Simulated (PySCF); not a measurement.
Several molecules and their computed UV-vis stick spectra, shuffled. Method: TDDFT CAM-B3LYP/def2-SVPD, vertical, gas phase, core orbitals frozen in the response in PySCF 2.14.0, density-fitted response routines. Geometries: GFN2-xTB; one conformer of each isolated species. Triplets are in the Tamm–Dancoff approximation.

A. `C=CS(=O)(=O)C=C`
B. `C#CC#CC(=C)CC`
C. `CCC(=O)O`

Lowest singlet levels (six at most, fewer where fewer were computed) with oscillator strengths:

1. 4.34 eV (f 0.000); 4.55 eV (f 0.125); 4.64 eV (f 0.000); 6.27 eV (f 0.815); 6.58 eV (f 0.006); 6.76 eV (f 0.000); T1 3.05 eV
2. 5.97 eV (f 0.000); 7.59 eV (f 0.054); 8.40 eV (f 0.029); 8.47 eV (f 0.003); 8.88 eV (f 0.129); 9.17 eV (f 0.000); T1 5.46 eV
3. 5.86 eV (f 0.002); 6.45 eV (f 0.089); 6.95 eV (f 0.013); 7.01 eV (f 0.001); 7.08 eV (f 0.429); 7.47 eV (f 0.001); T1 4.31 eV

Question: Match each spectrum to its molecule.

Answer: 1 = B, 2 = C, 3 = A.
- A: S1 at 5.86 eV, HOMO→LUMO (62%), HOMO-1→LUMO (32%); Löwdin shares by element: HOMO oxygen 45%, carbon 26% or more (atoms not listed hold the other 29%); LUMO carbon 72% (atoms not listed hold the other 28%); HOMO -9.81 and LUMO -0.54 eV; point group C2.
- B: S1 at 4.34 eV, HOMO-1→LUMO (87%); Löwdin shares by element: HOMO carbon 68% or more (atoms not listed hold the other 32%); LUMO carbon 62% or more (atoms not listed hold the other 38%); HOMO -7.97 and LUMO -0.43 eV.
- C: S1 at 5.97 eV, HOMO→LUMO+1 (94%); S1 has the pattern of n→π* at C=O; HOMO -9.72 and LUMO 1.04 eV; point group Cs, 2 of its 6 listed states under f = 0.0005.
A and C have S1 within 0.11 eV of each other; their strongest listed levels stand at 7.08 eV (f 0.429) and 8.88 eV (f 0.129).
